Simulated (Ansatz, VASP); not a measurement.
# One calculation of Rb, two programs

```
CELL_PARAMETERS angstrom
-2.45127 2.45127 3.67690
2.45127 -2.45127 3.67690
2.45127 2.45127 -3.67690
ATOMIC_POSITIONS crystal
Rb 0.00000 0.00000 0.00000
```

Alike in both runs: task single point; functional PBE; k mesh 14 × 14 × 14; occupations gaussian, width 0.15 eV; no spin polarisation.

|  | VASP | Ansatz |
| --- | --- | --- |
| version | VASP 6.6.1 | Ansatz 0.2.0 |
| potentials or method | VASP PAW PBE potentials, release 64 (Rb_sv) | scalar-relativistic, plane waves, PAW |
| plane-wave cutoff (eV) | 520 | 420 |
| valence electrons in the cell | 9 | 9 |

|  | VASP | Ansatz | Ansatz less VASP |
| --- | --- | --- | --- |
| gap on the k mesh at the Fermi level (eV) | none | none | - |
| pressure (GPa) | 0.1 | 0.1 | 0.00 |

A gap of «none» marks a metal or a gap that the smearing closes.
